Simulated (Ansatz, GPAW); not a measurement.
Given: the input of a run of Ansatz 0.2.0 on CdS (Hawleyite). 

Contents of input.yaml:

```yaml
crystal:
  lattice:
    - [0.0, 2.9165, 2.9165]
    - [2.9165, 0.0, 2.9165]
    - [2.9165, 2.9165, 0.0]
  atoms:
    - { symbol: Cd, position: [0.0, 0.0, 0.0] }
    - { symbol: S, position: [0.75, 0.75, 0.75] }
kpoints:
  mp_grid: { grid: [8, 8, 8] }
scf:
  occupations: { method: gaussian, width: 0.021 }
hamiltonian:
  xc: pbe
  pseudopotentials: { kind: all_electron, lapw: { basis_error: 0.001 } }
output:
  forces: true
  stress: true
  eigenvalues: true
```

Potentials or basis: all-electron LAPW, scalar-relativistic.

The run is started by

```bash
$ ansatz run input.yaml --threads 1 --pin off --max-ram 3072MiB --backend cpu --events-out ev --progress --plain --runs-dir out
```

Task: Translate it to GPAW 26.7.0 (ASE script). Potentials or basis there: GPAW PAW data sets (gpaw-data 1.2.1), cutoff 600 eV.

Result: As run (cutoffs and basis follow the program's own potentials, and thresholds, step limits or extra output files can differ):

The input run.py:

```python
from ase.dft.bandgap import bandgap
from ase.io import read, write
from ase.units import GPa
from gpaw import GPAW, PW

atoms = read('POSCAR')

calc = GPAW(mode=PW(600),
            xc='PBE',
            kpts={'size': (8, 8, 8), 'gamma': True},
            occupations={'name': 'methfessel-paxton', 'order': 0, 'width': 0.020999999999999998},
            nbands=18,
            convergence={'density': 1e-05, 'energy': 1e-05},
            maxiter=150,
            txt='gpaw.txt')
atoms.calc = calc
energy = atoms.get_potential_energy()
forces = atoms.get_forces()
stress = atoms.get_stress()
calc.write('gs.gpw')
write('result.traj', atoms)
print(f'Energy: {energy:.6f} eV')
print('Forces (eV/A):')
print(forces.round(4))
print('Stress (GPa):', (stress / GPa).round(3))
print('Fermi level:', round(calc.get_fermi_level(), 4), 'eV')
print(f'Gap: {bandgap(calc)[0]:.4f} eV, direct: {bandgap(calc, direct=True)[0]:.4f} eV')
```

Contents of POSCAR:

```
CdS
1.0
    0.0000000000      2.9165000000      2.9165000000
    2.9165000000      0.0000000000      2.9165000000
    2.9165000000      2.9165000000      0.0000000000
Cd S
1 1
Direct
    0.0000000000      0.0000000000      0.0000000000
    0.7500000000      0.7500000000      0.7500000000
```

Potentials or basis: GPAW PAW data sets (gpaw-data 1.2.1), pw.

The run is started by

```bash
$ OMP_NUM_THREADS=1 python run.py
```

Both were run:

|  | Ansatz | GPAW |
| --- | --- | --- |
| Pressure | 2.9 GPa | 2.6 GPa |

Where Ansatz's input types no cutoff or centring, it takes its own default and a Γ-centred mesh.

Pressure is positive in compression.
